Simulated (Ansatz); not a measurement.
A run of Ansatz 0.2.0 is set up as follows.

input.yaml

```yaml
crystal:
  lattice:
    - [2.85746597, 0.0, 0.0]
    - [-1.428732985, 2.4746381205, 0.0]
    - [0.0, 0.0, 2.80397359]
  atoms:
    - { symbol: Ta, position: [0.0, 0.0, 0.5] }
    - { symbol: "N", position: [0.6666666667, 0.3333333333, 0.0] }
kpoints:
  mp_grid: { grid: [11, 11, 9] }
scf:
  occupations: { method: gaussian, width: 0.05 }
hamiltonian:
  xc: lda
  pseudopotentials: { kind: all_electron, lapw: { basis_error: 0.001 } }
output:
  forces: true
  stress: true
  eigenvalues: true
  dos: { projected: false, de: 0.2, e_range: [-10, 8] }
```

Potentials or basis: all-electron LAPW, scalar-relativistic.

Launch:

```sh
$ ansatz run input.yaml --threads 1 --pin off --max-ram 3072MiB --backend cpu --events-out ev --progress --plain --runs-dir out
```

Q: What does it give for the pressure?

A: 21.4 GPa.

States per cell in windows of 1 eV (zero at the Fermi level; states under -8 eV left out):
| from (eV) | total |
| --- | --- |
| -8.0 | 1.02 |
| -7.0 | 0.90 |
| -6.0 | 1.56 |
| -5.0 | 1.55 |
| -4.0 | 0.18 |
| -3.0 | 0.46 |
| -2.0 | 0.99 |
| -1.0 | 0.44 |
| 0.0 | 0.10 |
| 1.0 | 0.56 |
| 2.0 | 1.04 |
| 3.0 | 1.35 |
| 4.0 | 1.56 |
| 5.0 | 1.71 |
| 6.0 | 1.27 |
| 7.0 | 0.79 |

Caveat: so large a pressure means that the cell lies far from this level's equilibrium, or that cutoff or potentials fall short. The run has no spin-orbit coupling, so splittings on Ta are missing.
